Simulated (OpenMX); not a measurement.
Crystal: Ti.

```
Ti
1.0
     4.56737    0.00000    0.00000
    -2.28369    3.95546    0.00000
     0.00000    0.00000    2.82624
Ti
3
Direct
  0.66667 0.33333 0.50000
  0.33333 0.66667 0.50000
  0.00000 0.00000 0.00000
```

This isn't the form of Ti at room conditions, which is hcp.

```yaml
Program: OpenMX 3.8.5
Task: single point
Functional: PBE
Potentials_or_basis: OpenMX 2013 PBE set, Ti7.0-s3p2d2, grid cutoff 400 Ry
k_mesh: 7 × 7 × 9
Occupations: fermi-dirac, width 0.05 eV
Spin: no spin polarisation
```

On this cell: pressure 0.3 GPa; largest force 0.018 eV/Å; band gap on the k mesh none (metal or under the smearing width).

The same run follows on a disturbed copy (atoms moved at random, drawn with an rms of 0.05 Å):

```
Ti
1.0
     4.56737    0.00000    0.00000
    -2.28369    3.95546    0.00000
     0.00000    0.00000    2.82624
Ti
3
Cartesian
  2.2844 1.3199 1.4254
  0.0190 2.6552 1.3569
  0.0164 0.0211 0.0092
```

Task: What changes?

Result: The energy (extrapolated to zero smearing) moves by +3.6 meV/atom; pressure 0.4 GPa; largest force 0.278 eV/Å; band gap on the k mesh none (metal or under the smearing width).

Forces on the atoms (eV/Å):
```
Ti   0.085  0.092 -0.067
Ti  -0.060 -0.059  0.265
Ti  -0.022 -0.037 -0.205
```

Caveats: the basis of atomic orbitals isn't converged, which shifts pressures, moduli and gaps.
